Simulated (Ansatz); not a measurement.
**How settings move the G0W0 gap of YN (rocksalt)**

Rocksalt YN, relaxed with r2SCAN; one-shot G0W0 in Ansatz without spin-orbit coupling. No spin polarisation and no zero-point or thermal motion.

Space group Fm-3m (No. 225). a = 4.896 Å, b = 4.896 Å, c = 4.896 Å, α = 90.00°, β = 90.00°, γ = 90.00°
```csv
atom,site,symmetry,x,y,z
Y,4a,m-3m,0.0000,0.0000,0.0000
N,4b,m-3m,0.5000,0.0000,0.0000
```

Gaps are read over the mesh points alone. G0W0 here is at a finite number of bands, screening cutoff and k mesh, not at the basis limit.

| start | potentials | frequency model | mesh | empty bands | screening cutoff (eV) | Kohn-Sham gap (eV) | G0W0 gap (eV) | rough cost |
| --- | --- | --- | --- | --- | --- | --- | --- | --- |
| HSE06 | PAW | contour deformation | 4×4×4 | 110 | 140 | 1.08 | 0.96 | 25 core-seconds |
| r2SCAN | PAW | contour deformation | 4×4×4 | 110 | 140 | 0.53 | 0.60 | 9 core-seconds |
| PBE | PAW | contour deformation | 6×6×6 | 47 | 80 | 0.18 | 0.37 | 14 core-seconds |

The quasiparticle gap on this mesh is 0.96 eV (Γ to X), against 1.08 eV from HSE06: -0.12 eV. Renormalisation factors Z lie between 0.73 and 0.79.

Starting from r2SCAN (0.53 eV against HSE06's 1.08 eV) gives 0.60 eV, -0.36 eV from G0W0@HSE06 at the same screening cutoff. r2SCAN runs take a wave cutoff of 500 eV.
